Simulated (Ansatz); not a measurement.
**NbAs: equilibrium volume by level of theory**

Symmetry: I4_1md, No. 109, tetragonal system. Conventional cell: a = 3.452 Å, b = 3.452 Å, c = 11.680 Å, α = 90.00°, β = 90.00°, γ = 90.00°. Nb (site symmetry 2mm) has 6 As at 2.60 to 2.63 Å as nearest neighbours. Around As (site symmetry 2mm) lie 6 Nb at 2.60 to 2.63 Å.

```csv
rung,level,program and potentials,cutoff (eV),k mesh,smearing,core time,chip,equilibrium volume (Å³/atom),notes
GGA,PBEsol,"Ansatz, Ansatz PAW",420,11 × 11 × 11,fermi-dirac 0.05,33 s,AMD EPYC 9R45 Zen 5,17.15,"potentials made for PBE, which Ansatz adapts in part"
GGA + dispersion,BLYP+D3(BJ),"Ansatz, Ansatz PAW",420,11 × 11 × 11,fermi-dirac 0.05,34 s,AMD EPYC 9R45 Zen 5,17.11,"potentials made for PBE, which Ansatz adapts in part"
GGA + dispersion,BLYP+D4,"Ansatz, Ansatz PAW",420,11 × 11 × 11,fermi-dirac 0.05,45 s,AMD EPYC 9R45 Zen 5,17.80,"potentials made for PBE, which Ansatz adapts in part"
GGA,PBE,"Ansatz, Ansatz PAW",420,11 × 11 × 11,fermi-dirac 0.05,51 s,Intel Xeon 6975P-C Granite Rapids,17.72,-
LDA,LDA,"Ansatz, Ansatz PAW",420,11 × 11 × 11,fermi-dirac 0.05,53 s,Intel Xeon 6975P-C Granite Rapids,16.84,"potentials made for PBE, which Ansatz adapts in part"
GGA,RPBE,"Ansatz, Ansatz PAW",420,11 × 11 × 11,fermi-dirac 0.05,62 s,Intel Xeon Platinum 8488C Sapphire Rapids,18.01,"potentials made for PBE, which Ansatz adapts in part"
GGA,revPBE,"Ansatz, Ansatz PAW",420,11 × 11 × 11,fermi-dirac 0.05,66 s,Intel Xeon Platinum 8559C Emerald Rapids,17.93,"potentials made for PBE, which Ansatz adapts in part"
GGA + dispersion,PBE+D4,"Ansatz, Ansatz PAW",420,11 × 11 × 11,fermi-dirac 0.05,67 s,Intel Xeon Platinum 8488C Sapphire Rapids,17.32,-
GGA + dispersion,PBEsol+D3(BJ),"Ansatz, Ansatz PAW",420,11 × 11 × 11,fermi-dirac 0.05,71 s,Intel Xeon Platinum 8488C Sapphire Rapids,16.58,"potentials made for PBE, which Ansatz adapts in part"
GGA + dispersion,RPBE+D4,"Ansatz, Ansatz PAW",420,11 × 11 × 11,fermi-dirac 0.05,72 s,Intel Xeon Platinum 8488C Sapphire Rapids,17.20,"potentials made for PBE, which Ansatz adapts in part"
GGA,BLYP,"Ansatz, Ansatz PAW",420,11 × 11 × 11,fermi-dirac 0.05,80 s,Intel Xeon 6975P-C Granite Rapids,18.65,"potentials made for PBE, which Ansatz adapts in part"
GGA + dispersion,PBE+D3(BJ),"Ansatz, Ansatz PAW",420,11 × 11 × 11,fermi-dirac 0.05,89 s,Intel Xeon Platinum 8488C Sapphire Rapids,17.10,-
GGA + dispersion,PBEsol+D4,"Ansatz, Ansatz PAW",420,11 × 11 × 11,fermi-dirac 0.05,89 s,Intel Xeon Platinum 8488C Sapphire Rapids,16.93,"potentials made for PBE, which Ansatz adapts in part"
GGA + dispersion,revPBE+D4,"Ansatz, Ansatz PAW",420,11 × 11 × 11,fermi-dirac 0.05,90 s,Intel Xeon 6975P-C Granite Rapids,17.23,"potentials made for PBE, which Ansatz adapts in part"
GGA + dispersion,revPBE+D3(BJ),"Ansatz, Ansatz PAW",420,11 × 11 × 11,fermi-dirac 0.05,1.7 min,Intel Xeon 6975P-C Granite Rapids,16.74,"potentials made for PBE, which Ansatz adapts in part"
GGA + dispersion,PBEsol+D3(BJ)+ATM,"Ansatz, Ansatz PAW",420,11 × 11 × 11,fermi-dirac 0.05,2.9 min,Arm Neoverse V1,16.68,"potentials made for PBE, which Ansatz adapts in part"
```

Times are single runs on shared hosts and different chips, so they are rough; meshes, cutoffs and the tasks' sizes weigh on the time. Task: relaxation of cell and atoms. All rows: no spin polarisation. Smearing widths are in eV. For a metal such meshes aren't converged. Meshes are those of the run's cell of 4 atoms unless a note names another. Relaxations start from the cell shown or near it and stop with a little pressure left. Runs on faulty files, with rough fits or with known faults for this quantity aren't shown. No row holds spin-orbit coupling.

By rung: LDA 16.84; GGA 17.15 to 18.65; GGA + dispersion 16.58 to 17.80 (Å³/atom).
